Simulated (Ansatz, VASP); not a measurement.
# Sc in VASP and in Ansatz

```xyz
1
Lattice="0.0000 2.2705 2.2251 2.2705 0.0000 2.2251 2.2705 2.2705 0.0000" Properties=species:S:1:pos:R:3 pbc="T T T"
Sc    0.0000    0.0000    0.0000
```

Change from the starting cell: zz strain of -2 %.

Alike in both runs: task single point; functional PBEsol; k mesh 12 × 12 × 12; occupations fermi-dirac, width 0.03 eV; no spin polarisation.

|  | VASP | Ansatz |
| --- | --- | --- |
| version | VASP 6.6.1 | Ansatz 0.2.0 |
| potentials or method | VASP PAW PBE potentials, release 64 (Sc_sv), cutoff 520 eV | all-electron LAPW, scalar-relativistic |

```tsv
	VASP	Ansatz	Ansatz less VASP
pressure (GPa)	1.6	1.6	0.00
largest component of the traceless stress (GPa)	0.43	0.43	-0.001
```

Ansatz ran all-electron here, so the differences hold the error of VASP's frozen core and of both bases.

Caveats: the PAW data sets were made with another functional, which shifts forces and pressure a little (VASP).
